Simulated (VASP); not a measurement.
# Mg2Sn (Fm-3m) in VASP: notebook

The runs below take Mg2Sn through phonons, with PBEsol, PBE, LDA.

All numbers are computed with VASP 6.6.1; they aren't measurements. Logs are shortened: lines on timing, memory, paths and dates and some standing lists are left out, and cuts for length are marked.

### 1 The crystal as given

Symmetry: Fm-3m, No. 225, cubic system. The conventional cell has a = 6.741 Å, b = 6.741 Å, c = 6.741 Å, α = 90.00°, β = 90.00°, γ = 90.00°. Mg (site symmetry -43m) is surrounded by 4 Sn at 2.92 Å. Around Sn (site symmetry m-3m) lie 8 Mg at 2.92 Å.

### 2 Phonons, PBEsol

POSCAR reads:

```
Mg2Sn
1.0
   -0.0000000000      3.3702522771      3.3702522771
    3.3702522771     -0.0000000000      3.3702522771
    3.3702522771      3.3702522771      0.0000000000
  Mg              Sn
     2     1
Direct
     0.2500000000000000    0.2500000000000000    0.2500000000000000
     0.7500000000000000    0.7500000000000000    0.7500000000000000
     0.0000000000000000    1.0000000000000000    0.0000000000000000
```

INCAR.step1 reads:

```
PREC = Accurate
ENCUT = 600
EDIFF = 1E-8
ISMEAR = 0
SIGMA = 0.03
LREAL = False
LASPH = True
NELM = 80
ALGO = Fast
ISIF = 3
LWAVE = False
LCHARG = False
GGA = PS
KPAR = 2
IBRION = 2
NSW = 40
EDIFFG = -0.002
```

INCAR.step2 reads:

```
PREC = Accurate
ENCUT = 600
EDIFF = 1E-8
ISMEAR = 0
SIGMA = 0.03
LREAL = False
LASPH = True
NELM = 80
ALGO = Fast
ISIF = 2
LWAVE = False
LCHARG = False
GGA = PS
KPAR = 2
IBRION = 6
NFREE = 2
POTIM = 0.015
NSW = 1
```

KPOINTS reads:

```
Automatic mesh
0
Gamma
  10 10 10
```

Potentials or basis: VASP PAW PBE potentials, release 64 (Mg, Sn_d).

On the command line:

```console
$ cat potpaw_PBE.64/Mg/POTCAR potpaw_PBE.64/Sn_d/POTCAR > POTCAR
$ cp INCAR.step1 INCAR
$ mpirun -np 2 vasp_std > vasp.out
$ cp CONTCAR POSCAR
$ cp INCAR.step2 INCAR
$ mpirun -np 2 vasp_std > vasp.out
```

OUTCAR:

```text
PREC = Accurate
   ENCUT = 600
   EDIFF = 1E-8
   ISMEAR = 0
   LREAL = False
   LASPH = True
   NELM = 80
   ISIF = 2
   GGA = PS
   IBRION = 6
   NFREE = 2
   POTIM = 0.015
   NSW = 1

 ion  position               nearest neighbor table
   1  0.250  0.250  0.250-   3 2.92   3 2.92   3 2.92   3 2.92   2 3.37   2 3.37   2 3.37   2 3.37
                             2 3.37   2 3.37
   2  0.750  0.750  0.750-   3 2.92   3 2.92   3 2.92   3 2.92   1 3.37   1 3.37   1 3.37   1 3.37
                             1 3.37   1 3.37
   3  0.000  0.000  0.000-   2 2.92   2 2.92   2 2.92   1 2.92   1 2.92   1 2.92   2 2.92   1 2.92

  LATTYP: Found a face centered cubic cell.
 ALAT       =     6.7405045542

  Lattice vectors:

 A1 = (   0.0000000000,   3.3702522771,   3.3702522771)
 A2 = (   3.3702522771,   0.0000000000,   3.3702522771)
 A3 = (   3.3702522771,   3.3702522771,   0.0000000000)

Analysis of symmetry for initial positions (statically):
=====================================================================
 Subroutine PRICEL returns:
 Original cell was already a primitive cell.

 Routine SETGRP: Setting up the symmetry group for a
 face centered cubic supercell.

 Subroutine GETGRP returns: Found 48 space group operations
 (whereof 48 operations were pure point group operations)
 out of a pool of 48 trial point group operations.

The static configuration has the point symmetry O_h .

Analysis of symmetry for dynamics (positions and initial velocities):
=====================================================================
 Subroutine PRICEL returns:
 Original cell was already a primitive cell.

 Routine SETGRP: Setting up the symmetry group for a
 face centered cubic supercell.

 Subroutine GETGRP returns: Found 48 space group operations
 (whereof 48 operations were pure point group operations)
 out of a pool of 48 trial point group operations.

The dynamic configuration has the point symmetry O_h .

 Subroutine INISYM returns: Found 48 space group operations
 (whereof 48 operations are pure point group operations),
 and found     1 'primitive' translations

----------------------------------------------------------------------------------------

                                     Primitive cell

  volume of cell :      76.5627

  direct lattice vectors                    reciprocal lattice vectors
     0.000000000  3.370252277  3.370252277    -0.148356847  0.148356847  0.148356847
     3.370252277  0.000000000  3.370252277     0.148356847 -0.148356847  0.148356847
     3.370252277  3.370252277  0.000000000     0.148356847  0.148356847 -0.148356847

  length of vectors
     4.766256479  4.766256479  4.766256479     0.256961596  0.256961596  0.256961596

  position of ions in fractional coordinates (direct lattice)
     0.250000000  0.250000000  0.250000000
     0.750000000  0.750000000  0.750000000
     0.000000000  0.000000000  0.000000000

  ion indices of the primitive-cell ions
   primitive index   ion index
                 1           1
                 2           2
                 3           3

----------------------------------------------------------------------------------------

 KPOINTS: Automatic mesh

Automatic generation of k-mesh.
 Grid dimensions read from file:
 generate k-points for:   10   10   10

 Generating k-lattice:

  Cartesian coordinates                     Fractional coordinates (reciprocal lattice)
[... 73 lines left out ...]
   EMIN   =  10.00;   EMAX   =-10.00  energy-range for DOS
   EFERMI =   0.00;   METHOD = LEGACY
   ISMEAR =     0;   SIGMA  =   0.03  broadening in eV -4-tet -1-fermi 0-gaus
   EFERMI_NEDOS =   21; number of points for ismear=-14 and -15
   IALGO  =     68    algorithm
   IMIX   =      4    mixing-type and parameters
     AMIX     =   0.40;   BMIX     =  1.00
     AMIX_MAG =   1.60;   BMIX_MAG =  1.00
  volume/ion in A,a.u.               =      25.52       172.22
  Fermi-wavevector in a.u.,A,eV,Ry     =   1.010400  1.909379 13.890294  1.020908
  Thomas-Fermi vector in A             =   2.143387
   LORBIT       =      0    0 simple, 1 ext, 2 COOP (PROOUT), +10 PAW based schemes
   GGA     = PS    functional components
   LHFCALC =     F    Hartree Fock is set to
   AEXX    =    0.0000 exact exchange contribution
   IVDW    =     0    specifies the selected vdW correction
   LEPSILON=     F    determine dielectric tensor
   LRPA    =     F    only Hartree local field effects (RPA)
 finite differences with symmetry
 non-spin polarized calculation
 RMM-DIIS sequential band-by-band and
 Gauss-broadening in eV      SIGMA  =   0.03
  energy-cutoff  :      600.00
  volume of cell :       76.56
 maximum number of plane-waves:      2637
 NGX is ok and might be reduce to    40
   NGX = 19   NGY = 19   NGZ = 19

--------------------------------------- Ionic step        1  -------------------------------------------

 number of electron      18.0000001 magnetization

 Free energy of the ion-electron system (eV)
  ---------------------------------------------------
  ext. energy  EPLUGINS =         0.00000000
  ---------------------------------------------------
  free energy    TOTEN  =        -8.33347634 eV

  energy without entropy =       -8.33343743  energy(sigma->0) =       -8.33345689

------------------------ aborting loop because EDIFF is reached ----------------------------------------

  FORCE on cell =-STRESS in cart. coord.  units (eV):
  Direction    XX          YY          ZZ          XY          YZ          ZX
  --------------------------------------------------------------------------------------
  -------------------------------------------------------------------------------------
  Total        0.0015405      0.0015405      0.0015405      0.0000000      0.0000000      0.0000000
  in kB        0.0322360      0.0322360      0.0322360      0.0000000      0.0000000      0.0000000
  external PRESSURE =       0.0322360 kB  Pullay stress =       0.0000000 kB
[... 135 lines left out ...]
--------------------------------------- Ionic step        5  -------------------------------------------

 number of electron      18.0000001 magnetization

 Free energy of the ion-electron system (eV)
  ---------------------------------------------------
  ext. energy  EPLUGINS =         0.00000000
  ---------------------------------------------------
  free energy    TOTEN  =        -8.33295368 eV

  energy without entropy =       -8.33291481  energy(sigma->0) =       -8.33293424

 E-fermi :   4.2094     XC(G=0):  -8.8936

 val. band max:        4.1638024524   @ k =  -0.1000   0.1000   0.0000
 cond. band min:       4.2470386949   @ k =   0.0000   0.0000   0.0000
 fundamental gap:      0.0832362425
 Fermi energy:         4.2093628601

 k-point     1 :       0.0000    0.0000    0.0000
  band No.  band energies     occupation
      1     -16.6356      2.00000
      2     -16.6356      2.00000
      3     -16.6356      2.00000
      4     -16.5953      2.00000
      5     -16.5952      2.00000
      6      -4.9141      2.00000
      7       4.2470      0.07572
      8       4.2470      0.07572
      9       4.2475      0.07226
     10       5.6546      0.00000
     11       6.4243      0.00000
     12       6.4246      0.00000
     13       6.4246      0.00000
[... 354 lines left out ...]
  band No.  band energies     occupation
      1     -16.6379      2.00000
      2     -16.6302      2.00000
      3     -16.6300      2.00000
      4     -16.5969      2.00000
      5     -16.5928      2.00000
      6      -3.6757      2.00000
      7       0.4846      2.00000
      8       2.0581      2.00000
      9       2.4452      2.00000
     10       4.6565      0.00000
     11       5.2601      0.00000
     12       9.2840      0.00000
     13       9.4134      0.00000

 [... further k-points ...]

------------------------ aborting loop because EDIFF is reached ----------------------------------------

  FORCE on cell =-STRESS in cart. coord.  units (eV):
  Direction    XX          YY          ZZ          XY          YZ          ZX
  --------------------------------------------------------------------------------------
  -------------------------------------------------------------------------------------
  Total        0.0015726      0.0028118      0.0028118      0.0000000      0.0000000      0.0000000
  in kB        0.0329093      0.0588404      0.0588404      0.0000000      0.0000000      0.0000000
  external PRESSURE =       0.0501967 kB  Pullay stress =       0.0000000 kB
[... 18 lines left out ...]
  FREE ENERGIE OF THE ION-ELECTRON SYSTEM (eV)
  ---------------------------------------------------
  free  energy   TOTEN  =        -8.3329536825 eV

  energy  without entropy=       -8.3329148060  energy(sigma->0) =       -8.33293424

 INTERNAL STRAIN TENSORS FROM DISPLACED ATOMS
 ============================================

 INTERNAL STRAIN TENSOR FOR ION    1 for displacements in x,y,z  (eV/Angst):
          X           Y           Z          XY          YZ          ZX
  --------------------------------------------------------------------------------
  x     0.00000    -0.00000    -0.00000     0.00000    -2.34218     0.00000
  y     0.00000     0.00000     0.00000     0.00000     0.00000    -2.34218
  z    -0.00000    -0.00000     0.00000    -2.34218     0.00000     0.00000

 INTERNAL STRAIN TENSOR FOR ION    3 for displacements in x,y,z  (eV/Angst):
          X           Y           Z          XY          YZ          ZX
  --------------------------------------------------------------------------------
  x     0.00000     0.00000     0.00000     0.00000     0.00000     0.00000
  y     0.00000     0.00000     0.00000     0.00000     0.00000     0.00000
  z     0.00000     0.00000     0.00000     0.00000     0.00000     0.00000

 Eigenvectors and eigenvalues of the dynamical matrix
 ----------------------------------------------------

   1 f  =    6.564679 THz    41.247096 2PiTHz  218.974128 cm-1    27.149320 meV
             X         Y         Z           dx          dy          dz
      1.685126  1.685126  1.685126    -0.045751   -0.479970   -0.517239
      5.055378  5.055378  5.055378     0.045751    0.479970    0.517239
      0.000000  0.000000  0.000000     0.000000   -0.000000    0.000000
[... 43 lines left out ...]
   9 f/i=    0.005626 THz     0.035351 2PiTHz    0.187670 cm-1     0.023268 meV
             X         Y         Z           dx          dy          dz
      1.685126  1.685126  1.685126     0.039890    0.266484   -0.270371
      5.055378  5.055378  5.055378     0.039890    0.266484   -0.270371
      0.000000  0.000000  0.000000     0.087968    0.587666   -0.596237

 ELASTIC MODULI CONTR FROM IONIC RELAXATION (kBar)
 Direction    XX          YY          ZZ          XY          YZ          ZX
 --------------------------------------------------------------------------------
 XX          -0.0000     -0.0000     -0.0000     -0.0000     -0.0000      0.0000
 YY          -0.0000     -0.0000     -0.0000     -0.0000     -0.0000     -0.0000
 ZZ          -0.0000     -0.0000     -0.0000      0.0000     -0.0000      0.0000
 XY          -0.0000     -0.0000      0.0000    -53.5726     -0.0000     -0.0000
 YZ          -0.0000     -0.0000     -0.0000     -0.0000    -53.5726      0.0000
 ZX           0.0000     -0.0000      0.0000     -0.0000      0.0000    -53.5726
 --------------------------------------------------------------------------------
```

Wall time 6.1 min (2 MPI ranks of Intel Xeon Platinum 8488C (Sapphire Rapids), shared host); peak memory 0.53 GiB.

Results:

```
Highest phonon frequency at Γ, LO-TO splitting left out : 219 cm⁻¹
```

Phonon frequencies in cm⁻¹ (negative: imaginary):
```csv
q point,frequencies
"(0.000, 0.000, 0.000)",0 0 0 191 191 191 219 219 219
```

Caveat: the PAW data sets were made with another functional, which shifts forces and pressure a little.

### 3 Phonons, PBE

This run uses another cell than the first one, of 26.31 Å³/atom, 1.031 times its volume.

POSCAR reads:

```
Mg2Sn
1.0
    0.0000000000      3.4046704646      3.4046704646
    3.4046704646      0.0000000000      3.4046704646
    3.4046704646      3.4046704646     -0.0000000000
  Mg              Sn
     2     1
Direct
     0.2500000000000000    0.2500000000000000    0.2500000000000000
     0.7500000000000000    0.7500000000000000    0.7500000000000000
     0.0000000000000000    0.0000000000000000    0.0000000000000000
```

INCAR.step1 reads:

```
PREC = Accurate
ENCUT = 600
EDIFF = 1E-8
ISMEAR = 0
SIGMA = 0.03
LREAL = F
LASPH = T
NELM = 80
ALGO = Fast
ISIF = 3
LWAVE = F
LCHARG = F
GGA = PE
KPAR = 2
IBRION = 2
NSW = 40
EDIFFG = -0.002
```

INCAR.step2 reads:

```
PREC = Accurate
ENCUT = 600
EDIFF = 1E-8
ISMEAR = 0
SIGMA = 0.03
LREAL = F
LASPH = T
NELM = 80
ALGO = Fast
ISIF = 2
LWAVE = F
LCHARG = F
GGA = PE
KPAR = 2
IBRION = 6
NFREE = 2
POTIM = 0.015
NSW = 1
```

KPOINTS reads:

```
regular mesh
0
Gamma
  10 10 10
```

Potentials or basis: VASP PAW PBE potentials, release 64 (Mg, Sn_d).

On the command line:

```console
$ cat potpaw_PBE.64/Mg/POTCAR potpaw_PBE.64/Sn_d/POTCAR > POTCAR
$ cp INCAR.step1 INCAR
$ mpirun -np 2 vasp_std > vasp.out
$ cp CONTCAR POSCAR
$ cp INCAR.step2 INCAR
$ mpirun -np 2 vasp_std > vasp.out
```

OUTCAR:

```text
PREC = Accurate
   ENCUT = 600
   EDIFF = 1E-8
   ISMEAR = 0
   LREAL = F
   LASPH = T
   NELM = 80
   ISIF = 2
   GGA = PE
   IBRION = 6
   NFREE = 2
   POTIM = 0.015
   NSW = 1

 ion  position               nearest neighbor table
   1  0.250  0.250  0.250-   3 2.95   3 2.95   3 2.95   3 2.95   2 3.40   2 3.40   2 3.40   2 3.40
                             2 3.40   2 3.40
   2  0.750  0.750  0.750-   3 2.95   3 2.95   3 2.95   3 2.95   1 3.40   1 3.40   1 3.40   1 3.40
                             1 3.40   1 3.40
[... 786 lines left out ...]
          X           Y           Z          XY          YZ          ZX
  --------------------------------------------------------------------------------
  x     0.00000     0.00000     0.00000     0.00000     0.00000     0.00000
  y     0.00000     0.00000     0.00000     0.00000     0.00000     0.00000
  z     0.00000     0.00000     0.00000     0.00000     0.00000     0.00000

 Eigenvectors and eigenvalues of the dynamical matrix
 ----------------------------------------------------

   1 f  =    6.208311 THz    39.007971 2PiTHz  207.086976 cm-1    25.675501 meV
             X         Y         Z           dx          dy          dz
      1.702335  1.702335  1.702335     0.240261    0.664194   -0.033488
      5.107006  5.107006  5.107006    -0.240261   -0.664194    0.033488
      0.000000  0.000000  0.000000    -0.000000    0.000000    0.000000
[... 43 lines left out ...]
   9 f/i=    0.008986 THz     0.056458 2PiTHz    0.299724 cm-1     0.037161 meV
             X         Y         Z           dx          dy          dz
      1.702335  1.702335  1.702335     0.294770    0.243129    0.000000
      5.107006  5.107006  5.107006     0.294770    0.243129    0.000000
      0.000000  0.000000  0.000000     0.649114    0.535396    0.000000

 ELASTIC MODULI CONTR FROM IONIC RELAXATION (kBar)
 Direction    XX          YY          ZZ          XY          YZ          ZX
 --------------------------------------------------------------------------------
 XX          -0.0000     -0.0000      0.0000     -0.0000      0.0000     -0.0000
 YY          -0.0000     -0.0000     -0.0000     -0.0000     -0.0000      0.0000
 ZZ           0.0000     -0.0000     -0.0000      0.0000     -0.0000     -0.0000
 XY          -0.0000     -0.0000      0.0000    -54.1229     -0.0000      0.0000
 YZ           0.0000     -0.0000     -0.0000     -0.0000    -54.1229     -0.0000
 ZX          -0.0000      0.0000     -0.0000      0.0000     -0.0000    -54.1229
 --------------------------------------------------------------------------------
```

OUTCAR.step1:

```text
PREC = Accurate
   ENCUT = 600
   EDIFF = 1E-8
   ISMEAR = 0
   LREAL = F
   LASPH = T
   NELM = 80
[... 615 lines left out ...]
      1.70234      1.70234      1.70234        -0.000000     -0.000000      0.000000
      5.10701      5.10701      5.10701         0.000000     -0.000000     -0.000000
      0.00000      0.00000      0.00000         0.000000      0.000000     -0.000000
 -----------------------------------------------------------------------------------
    total drift:                               -0.000000      0.000000     -0.000000

  FREE ENERGIE OF THE ION-ELECTRON SYSTEM (eV)
  ---------------------------------------------------
  free  energy   TOTEN  =        -7.4332933369 eV

  energy  without entropy=       -7.4330224586  energy(sigma->0) =       -7.43315790

 reached required accuracy - stopping structural energy minimisation
```

OSZICAR.step1:

```text
N       E                     dE             d eps       ncg     rms          rms(c)
DAV:   1     0.910146822290E+02    0.91015E+02   -0.92100E+03  1227   0.156E+03
DAV:   2    -0.467092930748E+00   -0.91482E+02   -0.89352E+02  1262   0.325E+02
DAV:   3    -0.754770394974E+01   -0.70806E+01   -0.68977E+01  1542   0.864E+01
[... 15 lines left out ...]
RMM:  19    -0.743329603781E+01    0.34983E-05   -0.21537E-06  1340   0.925E-03    0.409E-02
RMM:  20    -0.743329412098E+01    0.19168E-05   -0.15608E-06  1433   0.782E-03    0.196E-02
RMM:  21    -0.743329345894E+01    0.66204E-06   -0.78458E-07  1342   0.634E-03    0.562E-03
RMM:  22    -0.743329334145E+01    0.11749E-06   -0.22573E-07  1149   0.395E-03    0.259E-04
RMM:  23    -0.743329333691E+01    0.45404E-08   -0.31960E-08  1081   0.186E-03
   1 F= -.74332933E+01 E0= -.74331579E+01  d E =-.743329E+01
```

It took 4.7 min on 2 MPI ranks of Intel Xeon Platinum 8375C at 2.90GHz (Ice Lake), shared host; peak memory 0.54 GiB.

Results:

- Highest phonon frequency at Γ, LO-TO splitting left out: 207 cm⁻¹

Phonon frequencies in cm⁻¹ (negative: imaginary):
```tsv
q point	frequencies
(0.000, 0.000, 0.000)	0 0 0 184 184 184 207 207 207
```

(Part 1 of 2 ends here.)
